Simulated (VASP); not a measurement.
# Sn (I4_1/amd) in VASP: settings compared

One crystal, Sn, is run at these levels: PBE, PBEsol, LDA; tasks: relaxation of cell and atoms.

Program: VASP 6.6.1. These are calculated values, not measurements. Logs are shortened: lines on timing, memory, paths and dates and some standing lists are left out, and cuts for length are marked.

## 1. The crystal as given

Symmetry: I4_1/amd, No. 141, tetragonal system. Conventional cell: a = 5.839 Å, b = 5.839 Å, c = 3.188 Å, α = 90.00°, β = 90.00°, γ = 90.00°. Sn (site symmetry -4m2) has 6 Sn at 3.03 to 3.19 Å as nearest neighbours.

## 2. Relaxation of cell and atoms, PBE

File INCAR:

```
SYSTEM = Sn
PREC = Accurate
ENCUT = 600
EDIFF = 1E-6
ISMEAR = -1
SIGMA = 0.05
LREAL = .False.
LASPH = .True.
NELM = 80
ALGO = Normal
ISIF = 3
LWAVE = .False.
LCHARG = .False.
GGA = PE
IBRION = 2
NSW = 60
EDIFFG = -0.02
```

File KPOINTS:

```
regular mesh
0
Gamma
  19 19 19
  0 0 0
```

File POSCAR:

```
Sn
1.0
   -2.9196440750      2.9196440750      1.5938000000
    2.9196440750     -2.9196440750      1.5938000000
    2.9196440750      2.9196440750     -1.5938000000
Sn
2
Direct
    0.0000000000      0.0000000000      0.0000000000
    0.7500000000      0.2500000000      0.5000000000
```

Potentials or basis: VASP PAW PBE potentials, release 64 (Sn_d).

Started as:

```sh
$ cat potpaw_PBE.64/Sn_d/POTCAR > POTCAR
$ mpirun -np 1 vasp_std > vasp.out
```

OUTCAR:

```text
SYSTEM = Sn
   PREC = Accurate
   ENCUT = 600
   EDIFF = 1E-6
   ISMEAR = -1
   LREAL = .False.
   LASPH = .True.
   NELM = 80
   ISIF = 3
   GGA = PE
   IBRION = 2
   NSW = 60
   EDIFFG = -0.02

 ion  position               nearest neighbor table
   1  0.000  0.000  0.000-   2 3.03   2 3.03   2 3.03   2 3.03
   2  0.750  0.250  0.500-   1 3.03   1 3.03   1 3.03   1 3.03

  LATTYP: Found a body centered tetragonal cell.
 ALAT       =     5.8392881500
 C/A-ratio  =     0.5458884573

  Lattice vectors:

 A1 = (  -2.9196440750,   2.9196440750,   1.5938000000)
 A2 = (   2.9196440750,  -2.9196440750,   1.5938000000)
 A3 = (   2.9196440750,   2.9196440750,  -1.5938000000)

Analysis of symmetry for initial positions (statically):
=====================================================================
 Subroutine PRICEL returns:
 Original cell was already a primitive cell.

 Routine SETGRP: Setting up the symmetry group for a
 body centered tetragonal supercell.

 Subroutine GETGRP returns: Found 16 space group operations
 (whereof  8 operations were pure point group operations)
 out of a pool of 16 trial point group operations.

The static configuration has the point symmetry D_2d.
 The point group associated with its full space group is D_4h.

Analysis of symmetry for dynamics (positions and initial velocities):
=====================================================================
 Subroutine PRICEL returns:
 Original cell was already a primitive cell.

 Routine SETGRP: Setting up the symmetry group for a
 body centered tetragonal supercell.

 Subroutine GETGRP returns: Found 16 space group operations
 (whereof  8 operations were pure point group operations)
 out of a pool of 16 trial point group operations.

The dynamic configuration has the point symmetry D_2d.
 The point group associated with its full space group is D_4h.

 Subroutine INISYM returns: Found 16 space group operations
 (whereof  8 operations are pure point group operations),
 and found     1 'primitive' translations

----------------------------------------------------------------------------------------

                                     Primitive cell

  volume of cell :      54.3443

  direct lattice vectors                    reciprocal lattice vectors
    -2.919644075  2.919644075  1.593800000     0.000000000  0.171253751  0.313715648
     2.919644075 -2.919644075  1.593800000     0.171253751  0.000000000  0.313715648
     2.919644075  2.919644075 -1.593800000     0.171253751  0.171253751  0.000000000

  length of vectors
     4.425928320  4.425928320  4.425928320     0.357414822  0.357414822  0.242189378

  position of ions in fractional coordinates (direct lattice)
     0.000000000  0.000000000  0.000000000
     0.750000000  0.250000000  0.500000000

  ion indices of the primitive-cell ions
   primitive index   ion index
                 1           1
                 2           2

----------------------------------------------------------------------------------------

 KPOINTS: regular mesh

Automatic generation of k-mesh.
 Grid dimensions read from file:
 generate k-points for:   19   19   19

 Generating k-lattice:

  Cartesian coordinates                     Fractional coordinates (reciprocal lattice)
     0.000000000  0.009013355  0.016511350     0.052631579  0.000000000  0.000000000
     0.009013355  0.000000000  0.016511350     0.000000000  0.052631579  0.000000000
     0.009013355  0.009013355  0.000000000     0.000000000  0.000000000  0.052631579

  Length of vectors
     0.018811306  0.018811306  0.012746809

  Shift w.r.t. Gamma in fractional coordinates (k-lattice)
     0.000000000  0.000000000  0.000000000

 Subroutine IBZKPT returns following result:
 ===========================================

 Found    550 irreducible k-points:

 Following reciprocal coordinates:
            Coordinates               Weight
  0.000000  0.000000  0.000000      1.000000
  0.052632  0.000000 -0.000000      8.000000
  0.105263  0.000000 -0.000000      8.000000
  0.157895  0.000000 -0.000000      8.000000
  0.210526  0.000000 -0.000000      8.000000
  0.263158  0.000000 -0.000000      8.000000
[... 16 lines left out ...]
 -0.315789  0.052632  0.000000     16.000000
 -0.263158  0.052632  0.000000     16.000000
 [... further k-points ...]
   k-points           NKPTS =    550   k-points in BZ     NKDIM =    550   number of bands    NBANDS=     18
   number of dos      NEDOS =    301   number of ions     NIONS =      2
   total plane-waves  NPLWV =  46656
   dimension x,y,z NGX =    36 NGY =   36 NGZ =   36
   dimension x,y,z NGXF=    72 NGYF=   72 NGZF=   72
   ions per type =               2
   NGX,Y,Z   is equivalent  to a cutoff of  13.52, 13.52, 13.52 a.u.
   NGXF,Y,Z  is equivalent  to a cutoff of  27.04, 27.04, 27.04 a.u.
 SYSTEM =  Sn
   PREC   = accura    normal or accurate (medium, high low for compatibility)
   ISTART =      0    job   : 0-new  1-cont  2-samecut
   ICHARG =      2    charge: 1-file 2-atom 10-const
   ISPIN  =      1    spin polarized calculation?
   LNONCOLLINEAR =      F non collinear calculations
   LSORBIT =      F    spin-orbit coupling
   LASPH  =      T    aspherical Exc in radial PAW
   ENCUT  =  600.0 eV  44.10 Ry    6.64 a.u.   8.84  8.84  8.84*2*pi/ulx,y,z
   NELM   =     80;   NELMIN=  2; NELMDL= -5     # of ELM steps
   EDIFF  = 0.1E-05   stopping-criterion for ELM
   LREAL  =      F    real-space projection
   EDIFFG = -.2E-01   stopping-criterion for IOM
   NSW    =     60    number of steps for IOM
   IBRION =      2    ionic relax: 0-MD 1-quasi-New 2-CG
   NFREE  =      1    steps in history (QN), initial steepest desc. (CG)
   ISIF   =      3    stress and relaxation
   ISYM   =      2    0-nonsym 1-usesym 2-fastsym
   POTIM  = 0.5000    time-step for ionic-motion
   TEBEG  =    0.0;   TEEND  =   0.0 temperature during run
   PSTRESS=    0.0 pullay stress
   NELECT =      28.0000    total number of electrons
   NUPDOWN=      -1.0000    fix difference up-down
   EMIN   =  10.00;   EMAX   =-10.00  energy-range for DOS
   EFERMI =   0.00;   METHOD = LEGACY
   ISMEAR =    -1;   SIGMA  =   0.05  broadening in eV -4-tet -1-fermi 0-gaus
   EFERMI_NEDOS =   21; number of points for ismear=-14 and -15
   IALGO  =     38    algorithm
   IMIX   =      4    mixing-type and parameters
     AMIX     =   0.40;   BMIX     =  1.00
     AMIX_MAG =   1.60;   BMIX_MAG =  1.00
  volume/ion in A,a.u.               =      27.17       183.37
  Fermi-wavevector in a.u.,A,eV,Ry     =   1.312430  2.480134 23.435677  1.722474
  Thomas-Fermi vector in A             =   2.442823
   LORBIT       =      0    0 simple, 1 ext, 2 COOP (PROOUT), +10 PAW based schemes
   GGA     = PE    functional components
   LHFCALC =     F    Hartree Fock is set to
   AEXX    =    0.0000 exact exchange contribution
   IVDW    =     0    specifies the selected vdW correction
   LEPSILON=     F    determine dielectric tensor
   LRPA    =     F    only Hartree local field effects (RPA)
 conjugate gradient relaxation of ions
 non-spin polarized calculation
  energy-cutoff  :      600.00
  volume of cell :       54.34
 maximum number of plane-waves:      1850
   NGX = 17   NGY = 17   NGZ = 17

--------------------------------------- Ionic step        1  -------------------------------------------

 number of electron      27.9999999 magnetization

 Free energy of the ion-electron system (eV)
  ---------------------------------------------------
  ext. energy  EPLUGINS =         0.00000000
  ---------------------------------------------------
  free energy    TOTEN  =        -7.59732475 eV

  energy without entropy =       -7.58965748  energy(sigma->0) =       -7.59349112

------------------------ aborting loop because EDIFF is reached ----------------------------------------

  FORCE on cell =-STRESS in cart. coord.  units (eV):
  Direction    XX          YY          ZZ          XY          YZ          ZX
  --------------------------------------------------------------------------------------
  -------------------------------------------------------------------------------------
  Total        0.8656425      0.8656425      0.6284715      0.0000000      0.0000000      0.0000000
  in kB       25.5208730     25.5208730     18.5285958      0.0000000      0.0000000      0.0000000
  external PRESSURE =      23.1901139 kB  Pullay stress =       0.0000000 kB
[... 165 lines left out ...]
  energy  without entropy=       -7.6070774297  energy(sigma->0) =       -7.61113907

--------------------------------------- Ionic step        6  -------------------------------------------

 number of electron      27.9999993 magnetization

 Free energy of the ion-electron system (eV)
  ---------------------------------------------------
  ext. energy  EPLUGINS =         0.00000000
  ---------------------------------------------------
  free energy    TOTEN  =        -7.61532299 eV

  energy without entropy =       -7.60730285  energy(sigma->0) =       -7.61131292

 E-fermi :   7.4013     XC(G=0): -10.0883

 val. band max:        7.3998939532   @ k =  -0.3158  -0.4737   0.2632
 cond. band min:       7.4014353553   @ k =  -0.3158   0.1579   0.0526
 fundamental gap:      0.0015414021
 Fermi energy:         7.4013159807

 k-point     1 :       0.0000    0.0000    0.0000
  band No.  band energies     occupation
      1     -14.1779      2.00000
      2     -14.1180      2.00000
      3     -14.0691      2.00000
      4     -14.0671      2.00000
      5     -13.9299      2.00000
      6     -13.9299      2.00000
[... 10 lines left out ...]
     17      13.3224      0.00000
     18      14.1038      0.00000
[... 466 lines left out ...]
      2     -14.0529      2.00000
      3     -14.0372      2.00000
      4     -14.0123      2.00000
      5     -13.9678      2.00000
      6     -13.9422      2.00000
[... 10 lines left out ...]
     17      11.3856      0.00000
     18      12.0707      0.00000

 [... further k-points ...]

------------------------ aborting loop because EDIFF is reached ----------------------------------------

  FORCE on cell =-STRESS in cart. coord.  units (eV):
  Direction    XX          YY          ZZ          XY          YZ          ZX
  --------------------------------------------------------------------------------------
  -------------------------------------------------------------------------------------
  Total       -0.0324564     -0.0324564     -0.0166180      0.0000000      0.0000000      0.0000000
  in kB       -0.9146050     -0.9146050     -0.4682882      0.0000000      0.0000000      0.0000000
  external PRESSURE =      -0.7658327 kB  Pullay stress =       0.0000000 kB
[... 17 lines left out ...]
  FREE ENERGIE OF THE ION-ELECTRON SYSTEM (eV)
  ---------------------------------------------------
  free  energy   TOTEN  =        -7.6153229858 eV

  energy  without entropy=       -7.6073028476  energy(sigma->0) =       -7.61131292

 reached required accuracy - stopping structural energy minimisation
```

It took 15 min on 1 thread of Intel Xeon 6975P-C (Granite Rapids), shared host; peak memory 0.65 GiB.

What came out:

* Free energy: -7.6153 eV
* Relaxed volume: 28.43 Å³/atom
* Relaxed cell: a = 4.505 Å, b = 4.505 Å, c = 4.505 Å, α = 97.29°, β = 97.29°, γ = 138.28°
* Space group after relaxing (to 0.05 Å): I4_1/amd (No. 141)
* Energy gained by relaxing: 9.0 meV/atom
* Ionic steps: 6
* Pressure after relaxing: -0.1 GPa
* Band gap on the k mesh: none (metal or under the smearing width)

The path:
| step | energy change (eV) | largest force (eV/Å) | pressure (GPa) | volume (Å³) |
| --- | --- | --- | --- | --- |
| 1 | 0.0000 | 0.0000 | 2.32 | 54.34 |
| 2 | -0.0165 | 0.0000 | -0.53 | 57.50 |
| 3 | -0.0177 | 0.0000 | 0.00 | 56.84 |
| 4 | -0.0177 | 0.0000 | -0.09 | 56.89 |
| 5 | -0.0179 | 0.0000 | -0.11 | 56.88 |
| 6 | -0.0180 | 0.0000 | -0.08 | 56.86 |

Final structure:
```
Sn
1.0
    -2.97659    2.97659    1.60428
     2.97659   -2.97659    1.60428
     2.97659    2.97659   -1.60428
Sn
2
Direct
  0.00000 0.00000 0.00000
  0.75000 0.25000 0.50000
```

PBE usually gives volumes a little too large and moduli too small. Zero-point motion and thermal expansion aren't in these numbers.

## 3. Relaxation of cell and atoms, PBEsol

File INCAR:

```
PREC = Accurate ; ENCUT = 600
EDIFF = 1E-6 ; ISMEAR = -1
SIGMA = 0.05 ; LREAL = F
LASPH = T ; NELM = 60
ALGO = Normal ; ISIF = 3
LWAVE = F ; LCHARG = F
GGA = PS ; IBRION = 2
NSW = 60 ; EDIFFG = -0.01
```

File KPOINTS:

```
regular mesh
0
Gamma
  19 19 19
```

POSCAR is that of step 2.

Potentials or basis: VASP PAW PBE potentials, release 64 (Sn_d).

Started as:

```sh
$ cat potpaw_PBE.64/Sn_d/POTCAR > POTCAR
$ mpirun -np 1 vasp_std > vasp.out
```

Wall time 25 min (1 thread of AMD EPYC 9R45 (Zen 5), shared host); peak memory 0.62 GiB.

The run converged. Its results:

```yaml
Free_energy: -8.5252 eV
Relaxed_volume: 26.87 Å³/atom
Relaxed_cell: a = 4.420 Å, b = 4.420 Å, c = 4.420 Å, α = 97.30°, β = 97.30°, γ = 138.22°
Space_group_after_relaxing_to_0.05_Å: I4_1/amd (No. 141)
Energy_gained_by_relaxing: 1.0 meV/atom
Ionic_steps: 8
Pressure_after_relaxing: 0.0 GPa
Band_gap_on_the_k_mesh: none (metal or under the smearing width)
```

The path:
```
step  energy change (eV)  largest force (eV/Å)  pressure (GPa)  volume (Å³)
   1              0.0000                0.0000           -0.60        54.34
   2             -0.0016                0.0000            0.19        53.55
   3             -0.0016                0.0000            0.12        53.64
   4             -0.0016                0.0000            0.07        53.66
   5             -0.0019                0.0000            0.05        53.71
   6             -0.0020                0.0000            0.05        53.73
   7             -0.0020                0.0000           -0.01        53.77
   8             -0.0020                0.0000           -0.03        53.75
```

Final structure:
```cif
data_structure
_symmetry_space_group_name_H-M 'P 1'
_symmetry_Int_Tables_number 1
_cell_length_a 4.4199
_cell_length_b 4.4199
_cell_length_c 4.4199
_cell_angle_alpha 97.304
_cell_angle_beta 97.304
_cell_angle_gamma 138.221
_cell_volume 53.75
loop_
_atom_site_label
_atom_site_type_symbol
_atom_site_fract_x
_atom_site_fract_y
_atom_site_fract_z
_atom_site_occupancy
Sn1 Sn 0.00000 0.00000 0.00000 1
Sn2 Sn 0.75000 0.25000 0.50000 1
```

Levels at points of the mesh, in eV from the Fermi level:
```csv
k point,band 10,band 11,band 12,band 13,band 14,band 15,band 16,band 17,band 18
"(0.00, 0.00, 0.00)",-21.04,-11.21,-3.71,-2.03,-2.03,2.92,6.20,6.20,7.06
```

Caveat: the PAW data sets were made with another functional, which shifts forces and pressure a little.

## 4. Relaxation of cell and atoms, LDA

File INCAR:

```
PREC = Accurate
ENCUT = 600
EDIFF = 1E-6
ISMEAR = -1
SIGMA = 0.05
LREAL = F
LASPH = T
NELM = 80
ALGO = Normal
ISIF = 3
LWAVE = F
LCHARG = F
IBRION = 2
NSW = 60
EDIFFG = -0.01
```

KPOINTS is that of step 3.

POSCAR is that of step 3.

Potentials or basis: VASP PAW LDA potentials, release 64 (Sn_d).

Started as:

```sh
$ cat potpaw_LDA.64/Sn_d/POTCAR > POTCAR
$ mpirun -np 1 vasp_std > vasp.out
```

It took 32 min on 1 thread of Intel Xeon Platinum 8375C at 2.90GHz (Ice Lake), shared host; peak memory 0.62 GiB.

It converged, with:

```
Free energy                            : -8.9839 eV
Relaxed volume                         : 26.19 Å³/atom
Relaxed cell                           : a = 4.381 Å, b = 4.381 Å, c = 4.381 Å, α = 97.31°, β = 97.31°, γ = 138.19°
Space group after relaxing (to 0.05 Å) : I4_1/amd (No. 141)
Energy gained by relaxing              : 6.8 meV/atom
Ionic steps                            : 5
Pressure after relaxing                : 0.0 GPa
Band gap on the k mesh                 : none (metal or under the smearing width)
```

Stress tensor (GPa, compression positive):
```
 0.05  0.00  0.00
 0.00  0.05  0.00
 0.00  0.00 -0.03
```

The path:
```
step  energy change (eV)  largest force (eV/Å)  pressure (GPa)  volume (Å³)
   1              0.0000                0.0000           -2.01        54.34
   2             -0.0115                0.0000            0.83        51.70
   3             -0.0131                0.0000            0.03        52.37
   4             -0.0134                0.0000            0.03        52.37
   5             -0.0135                0.0000            0.02        52.38
```

Final structure:
```
Sn
1.0
    -2.89421    2.89421    1.56331
     2.89421   -2.89421    1.56331
     2.89421    2.89421   -1.56331
Sn
2
Direct
  0.00000 0.00000 0.00000
  0.75000 0.25000 0.50000
```

Levels at points of the mesh, in eV from the Fermi level:
| k point | band 10 | band 11 | band 12 | band 13 | band 14 | band 15 | band 16 | band 17 | band 18 |
| --- | --- | --- | --- | --- | --- | --- | --- | --- | --- |
| (0.00, 0.00, 0.00) | -21.05 | -11.41 | -3.70 | -2.09 | -2.09 | 3.00 | 6.28 | 6.28 | 7.16 |

LDA usually gives volumes a few per cent too small. Zero-point motion and thermal expansion aren't in these numbers.

## 5. Summary

```tsv
level	potentials or basis	gap on the mesh (eV)	pressure (GPa)	relaxed volume (Å³/atom)
PBE	VASP PAW PBE potentials, release 64 (Sn_d)	none	-0.1	28.43
PBEsol	VASP PAW PBE potentials, release 64 (Sn_d)	none	0.0	26.87
LDA	VASP PAW LDA potentials, release 64 (Sn_d)	none	0.0	26.19
```

Alike in all rows: task relaxation of cell and atoms; no spin polarisation; cell relaxed; k mesh 19 × 19 × 19; cutoff (eV) 600; smearing fermi-dirac 0.05 eV.

Caveats: the PAW data sets were made with another functional, which shifts forces and pressure a little (some runs).

Total energies depend on the potentials used, so only differences within one code and one set of settings carry meaning.
